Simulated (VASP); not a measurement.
# AlNi3 (Pm-3m) in VASP: a series of runs

One crystal, AlNi3, is run at these levels: PBE+D3(BJ); tasks: equation of state.

Program: VASP 6.6.1. These are calculated values, not measurements. Logs are shortened: lines on timing, memory, paths and dates and some standing lists are left out, and cuts for length are marked.

### 1 The crystal as given

It takes space group Pm-3m (No. 221, cubic). The conventional cell has a = 3.523 Å, b = 3.523 Å, c = 3.523 Å, α = 90.00°, β = 90.00°, γ = 90.00°. Around Ni (site symmetry 4/mmm) lie 8 Ni at 2.49 Å and 4 Al at 2.49 Å. Al (site symmetry m-3m) has 12 Ni at 2.49 Å as nearest neighbours.

The cell is a database's computed one.

### 2 Equation of state, PBE+D3(BJ), collinear spin, ferromagnetic start, 10.49 Å³/atom (a relaxed cell with its volume scaled by 0.96)

INCAR

```
SYSTEM = AlNi3
PREC = Accurate ; ENCUT = 520
EDIFF = 1E-7 ; ISMEAR = -1
SIGMA = 0.05 ; LREAL = .False.
LASPH = .True. ; NELM = 150
ALGO = Fast ; ISIF = 2
LWAVE = .False. ; LCHARG = .False.
ISPIN = 2 ; MAGMOM = 1 1 1 0
LORBIT = 11 ; LMAXMIX = 4
GGA = PE ; IVDW = 12
KPAR = 2
```

KPOINTS

```
Automatic mesh
0
Gamma
  8 8 8
  0 0 0
```

POSCAR

```
AlNi3                                   
1.0
    3.4754400422      0.0000000000      0.0000000000
    0.0000000000      3.4754400422      0.0000000000
    0.0000000000      0.0000000000      3.4754400422
  Ni              Al            
     3     1
Direct
     0.5000000000000000    0.5000000000000000    0.0000000000000000
     0.5000000000000000    0.0000000000000000    0.5000000000000000
     0.0000000000000000    0.5000000000000000    0.5000000000000000
     0.0000000000000000    0.0000000000000000    0.0000000000000000
```

Potentials or basis: VASP PAW PBE potentials, release 64 (Ni, Al).

On the command line:

```console
$ cat potpaw_PBE.64/Ni/POTCAR potpaw_PBE.64/Al/POTCAR > POTCAR
$ mpirun -np 2 vasp_std > vasp.out
```

OUTCAR:

```text
SYSTEM = AlNi3
   PREC = Accurate
   ENCUT = 520
   EDIFF = 1E-7
   ISMEAR = -1
   LREAL = .False.
   LASPH = .True.
   NELM = 150
   ISIF = 2
   ISPIN = 2
   LORBIT = 11
   GGA = PE
   IVDW = 12
 IVDW          = 12

 ion  position               nearest neighbor table
   1  0.500  0.500  0.000-   2 2.46   3 2.46   4 2.46   2 2.46   3 2.46   2 2.46   4 2.46   2 2.46
                             3 2.46   4 2.46   3 2.46   4 2.46
   2  0.500  0.000  0.500-   1 2.46   3 2.46   4 2.46   1 2.46   4 2.46   1 2.46   3 2.46   1 2.46
                             3 2.46   4 2.46   4 2.46   3 2.46
   3  0.000  0.500  0.500-   1 2.46   2 2.46   4 2.46   1 2.46   4 2.46   2 2.46   4 2.46   4 2.46
                             1 2.46   2 2.46   1 2.46   2 2.46
   4  0.000  0.000  0.000-   1 2.46   2 2.46   3 2.46   2 2.46   3 2.46   1 2.46   3 2.46   3 2.46
                             1 2.46   2 2.46   2 2.46   1 2.46

  LATTYP: Found a simple cubic cell.
 ALAT       =     3.4754400422

  Lattice vectors:

 A1 = (   3.4754400422,   0.0000000000,   0.0000000000)
 A2 = (   0.0000000000,   3.4754400422,   0.0000000000)
 A3 = (   0.0000000000,   0.0000000000,   3.4754400422)

Analysis of symmetry for initial positions (statically):
=====================================================================
 Subroutine PRICEL returns:
 Original cell was already a primitive cell.

 Routine SETGRP: Setting up the symmetry group for a
 simple cubic supercell.

 Subroutine GETGRP returns: Found 48 space group operations
 (whereof 48 operations were pure point group operations)
 out of a pool of 48 trial point group operations.

The static configuration has the point symmetry O_h .

Analysis of symmetry for dynamics (positions and initial velocities):
=====================================================================
 Subroutine PRICEL returns:
 Original cell was already a primitive cell.

 Routine SETGRP: Setting up the symmetry group for a
 simple cubic supercell.

 Subroutine GETGRP returns: Found 48 space group operations
 (whereof 48 operations were pure point group operations)
 out of a pool of 48 trial point group operations.

The dynamic configuration has the point symmetry O_h .

Analysis of structural, dynamic, and magnetic symmetry:
=====================================================================
 Subroutine PRICEL returns:
 Original cell was already a primitive cell.

 Routine SETGRP: Setting up the symmetry group for a
 simple cubic supercell.

 Subroutine GETGRP returns: Found 48 space group operations
 (whereof 48 operations were pure point group operations)
 out of a pool of 48 trial point group operations.

The overall configuration has the point symmetry O_h .

 Subroutine INISYM returns: Found 48 space group operations
 (whereof 48 operations are pure point group operations),
 and found     1 'primitive' translations

----------------------------------------------------------------------------------------

                                     Primitive cell

  volume of cell :      41.9787

  direct lattice vectors                    reciprocal lattice vectors
     3.475440042  0.000000000  0.000000000     0.287733348  0.000000000  0.000000000
     0.000000000  3.475440042  0.000000000     0.000000000  0.287733348  0.000000000
     0.000000000  0.000000000  3.475440042     0.000000000  0.000000000  0.287733348

  length of vectors
     3.475440042  3.475440042  3.475440042     0.287733348  0.287733348  0.287733348

  position of ions in fractional coordinates (direct lattice)
     0.500000000  0.500000000  0.000000000
     0.500000000  0.000000000  0.500000000
     0.000000000  0.500000000  0.500000000
     0.000000000  0.000000000  0.000000000

  ion indices of the primitive-cell ions
   primitive index   ion index
                 1           1
                 2           2
                 3           3
                 4           4

----------------------------------------------------------------------------------------

 KPOINTS: Automatic mesh

Automatic generation of k-mesh.
 Grid dimensions read from file:
 generate k-points for:    8    8    8

 Generating k-lattice:

  Cartesian coordinates                     Fractional coordinates (reciprocal lattice)
     0.035966669  0.000000000  0.000000000     0.125000000  0.000000000  0.000000000
     0.000000000  0.035966669  0.000000000     0.000000000  0.125000000  0.000000000
     0.000000000  0.000000000  0.035966669     0.000000000  0.000000000  0.125000000

  Length of vectors
     0.035966669  0.035966669  0.035966669

  Shift w.r.t. Gamma in fractional coordinates (k-lattice)
     0.000000000  0.000000000  0.000000000

 Subroutine IBZKPT returns following result:
 ===========================================

 Found     35 irreducible k-points:

 Following reciprocal coordinates:
            Coordinates               Weight
  0.000000  0.000000  0.000000      1.000000
  0.125000  0.000000  0.000000      6.000000
  0.250000  0.000000  0.000000      6.000000
  0.375000  0.000000  0.000000      6.000000
  0.500000  0.000000  0.000000      3.000000
  0.125000  0.125000  0.000000     12.000000
[... 16 lines left out ...]
  0.375000  0.375000  0.125000     24.000000
  0.500000  0.375000  0.125000     24.000000
 [... further k-points ...]
   k-points           NKPTS =     35   k-points in BZ     NKDIM =     35   number of bands    NBANDS=     22
   number of dos      NEDOS =    301   number of ions     NIONS =      4
   total plane-waves  NPLWV =  21952
   dimension x,y,z NGX =    28 NGY =   28 NGZ =   28
   dimension x,y,z NGXF=    56 NGYF=   56 NGZF=   56
   ions per type =               3   1
   NGX,Y,Z   is equivalent  to a cutoff of  13.39, 13.39, 13.39 a.u.
   NGXF,Y,Z  is equivalent  to a cutoff of  26.79, 26.79, 26.79 a.u.
 SYSTEM =  AlNi3
   PREC   = accura    normal or accurate (medium, high low for compatibility)
   ISTART =      0    job   : 0-new  1-cont  2-samecut
   ICHARG =      2    charge: 1-file 2-atom 10-const
   ISPIN  =      2    spin polarized calculation?
   LNONCOLLINEAR =      F non collinear calculations
   LSORBIT =      F    spin-orbit coupling
   LASPH  =      T    aspherical Exc in radial PAW
   ENCUT  =  520.0 eV  38.22 Ry    6.18 a.u.   6.46  6.46  6.46*2*pi/ulx,y,z
   NELM   =    150;   NELMIN=  2; NELMDL= -5     # of ELM steps
   EDIFF  = 0.1E-06   stopping-criterion for ELM
   LREAL  =      F    real-space projection
   EDIFFG = 0.1E-05   stopping-criterion for IOM
   NSW    =      0    number of steps for IOM
   IBRION =     -1    ionic relax: 0-MD 1-quasi-New 2-CG
   NFREE  =      0    steps in history (QN), initial steepest desc. (CG)
   ISIF   =      2    stress and relaxation
   ISYM   =      2    0-nonsym 1-usesym 2-fastsym
   POTIM  = 0.5000    time-step for ionic-motion
   TEBEG  =    0.0;   TEEND  =   0.0 temperature during run
   PSTRESS=    0.0 pullay stress
   NELECT =      33.0000    total number of electrons
   NUPDOWN=      -1.0000    fix difference up-down
   EMIN   =  10.00;   EMAX   =-10.00  energy-range for DOS
   EFERMI =   0.00;   METHOD = LEGACY
   ISMEAR =    -1;   SIGMA  =   0.05  broadening in eV -4-tet -1-fermi 0-gaus
   EFERMI_NEDOS =   21; number of points for ismear=-14 and -15
   IALGO  =     68    algorithm
   IMIX   =      4    mixing-type and parameters
     AMIX     =   0.40;   BMIX     =  1.00
     AMIX_MAG =   1.60;   BMIX_MAG =  1.00
  volume/ion in A,a.u.               =      10.49        70.82
  Fermi-wavevector in a.u.,A,eV,Ry     =   1.510902  2.855191 31.059725  2.282825
  Thomas-Fermi vector in A             =   2.621030
   LORBIT       =     11    0 simple, 1 ext, 2 COOP (PROOUT), +10 PAW based schemes
   GGA     = PE    functional components
   LHFCALC =     F    Hartree Fock is set to
   AEXX    =    0.0000 exact exchange contribution
   IVDW    =    12    specifies the selected vdW correction
   LEPSILON=     F    determine dielectric tensor
   LRPA    =     F    only Hartree local field effects (RPA)
 spin polarized calculation
 RMM-DIIS sequential band-by-band and
  energy-cutoff  :      520.00
  volume of cell :       41.98
 maximum number of plane-waves:      1144
 NGX is ok and might be reduce to    28
   NGX = 13   NGY = 13   NGZ = 13

 number of electron      32.9999973 magnetization       0.6256192

 Free energy of the ion-electron system (eV)
  ---------------------------------------------------
  ext. energy  EPLUGINS =         0.00000000
  ---------------------------------------------------
  free energy    TOTEN  =       -21.74228093 eV

  energy without entropy =      -21.71234931  energy(sigma->0) =      -21.72731512

 E-fermi :  10.5059     XC(G=0): -13.0770

 val. band max:       10.5046462131   @ k =   0.3750   0.2500   0.1250
 cond. band min:      10.5130266629   @ k =   0.0000   0.0000   0.0000
 fundamental gap:      0.0083804499
 Fermi energy:        10.5059009059

 spin component 1

 k-point     1 :       0.0000    0.0000    0.0000
  band No.  band energies     occupation
      1       0.0546      1.00000
      2       5.7876      1.00000
      3       6.5094      1.00000
      4       6.5094      1.00000
      5       6.9042      1.00000
      6       6.9042      1.00000
[... 589 lines left out ...]
     21      17.1610      0.00000
     22      19.0215      0.00000

 [... further k-points ...]

 spin component 2

 k-point     1 :       0.0000    0.0000    0.0000
  band No.  band energies     occupation
      1       0.0311      1.00000
      2       5.8567      1.00000
      3       6.6419      1.00000
      4       6.6419      1.00000
      5       7.1523      1.00000
      6       7.1523      1.00000
[... 589 lines left out ...]
     21      17.2407      0.00000
     22      19.0571      0.00000

 [... further k-points ...]

------------------------ aborting loop because EDIFF is reached ----------------------------------------

 Edisp (eV)   -1.97239

 E8    (eV) :    -0.8622

  FORCE on cell =-STRESS in cart. coord.  units (eV):
  Direction    XX          YY          ZZ          XY          YZ          ZX
  --------------------------------------------------------------------------------------
  -------------------------------------------------------------------------------------
  Total       2.36740     2.36740     2.36740     0.00000    -0.00000    -0.00000
  in kB      90.35514    90.35514    90.35514     0.00000    -0.00000    -0.00000
  external pressure =       90.36 kB  Pullay stress =        0.00 kB

 VOLUME and BASIS-vectors are now :
 -----------------------------------------------------------------------------
  energy-cutoff  :      520.00
  volume of cell :       41.98
      direct lattice vectors                 reciprocal lattice vectors
     3.475440042  0.000000000  0.000000000     0.287733348  0.000000000  0.000000000
     0.000000000  3.475440042  0.000000000     0.000000000  0.287733348  0.000000000
     0.000000000  0.000000000  3.475440042     0.000000000  0.000000000  0.287733348

 POSITION                                       TOTAL-FORCE (eV/Angst)
 -----------------------------------------------------------------------------------
      1.73772      1.73772      0.00000         0.000000      0.000000      0.000000
      1.73772      0.00000      1.73772         0.000000      0.000000      0.000000
      0.00000      1.73772      1.73772         0.000000      0.000000      0.000000
      0.00000      0.00000      0.00000         0.000000      0.000000      0.000000
 -----------------------------------------------------------------------------------
    total drift:                                0.000000      0.000000      0.000000

  FREE ENERGIE OF THE ION-ELECTRON SYSTEM (eV)
  ---------------------------------------------------
  free  energy   TOTEN  =       -23.7146700334 eV

  energy  without entropy=      -23.6847384063  energy(sigma->0) =      -23.69970422

 total charge

# of ion       s       p       d       tot
------------------------------------------
    1        0.526   0.585   8.418   9.529
    2        0.526   0.585   8.418   9.529
    3        0.526   0.585   8.418   9.529
    4        0.418   0.424   0.000   0.842
--------------------------------------------------
tot          1.996   2.179  25.254  29.430

 magnetization (x)

# of ion       s       p       d       tot
------------------------------------------
    1       -0.003  -0.008   0.231   0.220
    2       -0.003  -0.008   0.231   0.220
    3       -0.003  -0.008   0.231   0.220
    4       -0.001  -0.007   0.000  -0.008
--------------------------------------------------
tot         -0.008  -0.032   0.694   0.653
```

Wall time 20 s (2 MPI ranks of Intel Xeon 6975P-C (Granite Rapids), shared host); peak memory 0.2 GiB.

What came out:

* Free energy: -23.7147 eV
* Pressure: 9.0 GPa
* Band gap on the k mesh: none (metal or under the smearing width)
* Net moment: 0.63 μB per cell
* Site moments: Ni +0.22; Al -0.01 μB
* Valence electrons inside the program's atomic spheres: Ni 9.53; Al 0.84
* Dispersion energy per atom: -0.493 eV

Caveat: pairwise dispersion overbinds metals, which lowers pressure and volume.

### 3 Equation of state, PBE+D3(BJ), collinear spin, ferromagnetic start, 10.71 Å³/atom (a relaxed cell with its volume scaled by 0.98)

INCAR is that of step 2.

KPOINTS is that of step 2.

POSCAR, as its differences from that of step 2:

```diff
@@ -2,5 +2,5 @@
 1.0
-    3.4754400422      0.0000000000      0.0000000000
-    0.0000000000      3.4754400422      0.0000000000
-    0.0000000000      0.0000000000      3.4754400422
+    3.4994093517      0.0000000000      0.0000000000
+    0.0000000000      3.4994093517      0.0000000000
+    0.0000000000      0.0000000000      3.4994093517
   Ni              Al
```

Potentials or basis: VASP PAW PBE potentials, release 64 (Ni, Al).

On the command line:

```console
$ cat potpaw_PBE.64/Ni/POTCAR potpaw_PBE.64/Al/POTCAR > POTCAR
$ mpirun -np 2 vasp_std > vasp.out
```

Run time: 18 s. Hardware: 2 MPI ranks of Intel Xeon 6975P-C (Granite Rapids), shared host; peak memory 0.2 GiB.

Results (log left out):

* Free energy: -23.7509 eV
* Pressure: 4.3 GPa
* Band gap on the k mesh: none (metal or under the smearing width)
* Net moment: 0.65 μB per cell
* Site moments: Ni +0.23; Al -0.01 μB
* Valence electrons inside the program's atomic spheres: Ni 9.49; Al 0.83
* Dispersion energy per atom: -0.483 eV

Caveat: pairwise dispersion overbinds metals, which lowers pressure and volume.

### 4 Equation of state, PBE+D3(BJ), collinear spin, ferromagnetic start, 10.93 Å³/atom

INCAR is that of step 3.

KPOINTS is that of step 3.

POSCAR, as its differences from that of step 3:

```diff
@@ -2,5 +2,5 @@
 1.0
-    3.4994093517      0.0000000000      0.0000000000
-    0.0000000000      3.4994093517      0.0000000000
-    0.0000000000      0.0000000000      3.4994093517
+    3.5230547267      0.0000000000      0.0000000000
+    0.0000000000      3.5230547267      0.0000000000
+    0.0000000000      0.0000000000      3.5230547267
   Ni              Al
```

On the command line:

```console
$ cat potpaw_PBE.64/Ni/POTCAR potpaw_PBE.64/Al/POTCAR > POTCAR
$ mpirun -np 2 vasp_std > vasp.out
```

It took 19 s on 2 MPI ranks of Intel Xeon 6975P-C (Granite Rapids), shared host; peak memory 0.2 GiB.

Results (log left out):

- Free energy: -23.7630 eV
- Pressure: 0.2 GPa
- Band gap on the k mesh: none (metal or under the smearing width)
- Net moment: 0.67 μB per cell
- Site moments: Ni +0.24; Al -0.01 μB
- Valence electrons inside the program's atomic spheres: Ni 9.45; Al 0.82
- Dispersion energy per atom: -0.473 eV

Caveat: pairwise dispersion overbinds metals, which lowers pressure and volume.

### 5 Equation of state, PBE+D3(BJ), collinear spin, ferromagnetic start, 11.15 Å³/atom (a relaxed cell with its volume scaled by 1.02)

INCAR is that of step 4.

KPOINTS is that of step 4.

POSCAR, as its differences from that of step 4:

```diff
@@ -2,5 +2,5 @@
 1.0
-    3.5230547267      0.0000000000      0.0000000000
-    0.0000000000      3.5230547267      0.0000000000
-    0.0000000000      0.0000000000      3.5230547267
+    3.5463868949      0.0000000000      0.0000000000
+    0.0000000000      3.5463868949      0.0000000000
+    0.0000000000      0.0000000000      3.5463868949
   Ni              Al
```

On the command line:

```console
$ cat potpaw_PBE.64/Ni/POTCAR potpaw_PBE.64/Al/POTCAR > POTCAR
$ mpirun -np 2 vasp_std > vasp.out
```

It took 20 s on 2 MPI ranks of Intel Xeon 6975P-C (Granite Rapids), shared host; peak memory 0.2 GiB.

The run converged. Its results:

```
Free energy                                           : -23.7535 eV
Pressure                                              : -3.5 GPa
Band gap on the k mesh                                : none (metal or under the smearing width)
Net moment                                            : 0.68 μB per cell
Site moments                                          : Ni +0.24; Al -0.01 μB
Valence electrons inside the program's atomic spheres : Ni 9.41; Al 0.81
Dispersion energy per atom                            : -0.463 eV
```

Caveat: pairwise dispersion overbinds metals, which lowers pressure and volume.

### 6 Equation of state, PBE+D3(BJ), collinear spin, ferromagnetic start, 11.37 Å³/atom (a relaxed cell with its volume scaled by 1.04)

INCAR is that of step 5.

KPOINTS is that of step 5.

POSCAR, as its differences from that of step 5:

```diff
@@ -2,5 +2,5 @@
 1.0
-    3.5463868949      0.0000000000      0.0000000000
-    0.0000000000      3.5463868949      0.0000000000
-    0.0000000000      0.0000000000      3.5463868949
+    3.5694160265      0.0000000000      0.0000000000
+    0.0000000000      3.5694160265      0.0000000000
+    0.0000000000      0.0000000000      3.5694160265
   Ni              Al
```

Potentials or basis: VASP PAW PBE potentials, release 64 (Ni, Al).

On the command line:

```console
$ cat potpaw_PBE.64/Ni/POTCAR potpaw_PBE.64/Al/POTCAR > POTCAR
$ mpirun -np 2 vasp_std > vasp.out
```

Run time: 19 s. Hardware: 2 MPI ranks of Intel Xeon 6975P-C (Granite Rapids), shared host; peak memory 0.2 GiB.

The run converged. Its results:

* Free energy: -23.7247 eV
* Pressure: -6.9 GPa
* Band gap on the k mesh: none (metal or under the smearing width)
* Net moment: 0.70 μB per cell
* Site moments: Ni +0.25; Al -0.01 μB
* Valence electrons inside the program's atomic spheres: Ni 9.38; Al 0.80
* Dispersion energy per atom: -0.454 eV

Caveat: pairwise dispersion overbinds metals, which lowers pressure and volume.

### 7 Equation of state, PBE+D3(BJ), collinear spin, ferromagnetic start

This step only gathers the single runs of the series.

Results:

```
Equilibrium volume                      : 10.94 Å³/atom
Bulk modulus                            : 197 GPa
Pressure derivative of the bulk modulus : 4.7 (rough: it moves with the points fitted)
```

Energy against volume, from the lowest point:
```tsv
volume (Å³/atom)	energy (meV/atom)
10.495	12.09
10.713	3.02
10.932	0.00
11.151	2.38
11.369	9.59
```

### 8 The reference run

An earlier run on the cell as given: functional PBE; potentials or basis VASP PAW PBE potentials, release 64 (Ni, Al); cutoff 520 eV; k mesh 8 × 8 × 8; occupations fermi-dirac, width 0.05 eV; collinear spin, ferromagnetic start; starting moments [1.0, 1.0, 1.0, 0.0] μB.

* Pressure: 7.3 GPa
* Band gap on the k mesh: none (metal or under the smearing width)
* Net moment: 0.67 μB per cell
* Site moments: Ni +0.24; Al -0.01 μB
* Valence electrons inside the program's atomic spheres: Ni 9.45; Al 0.82
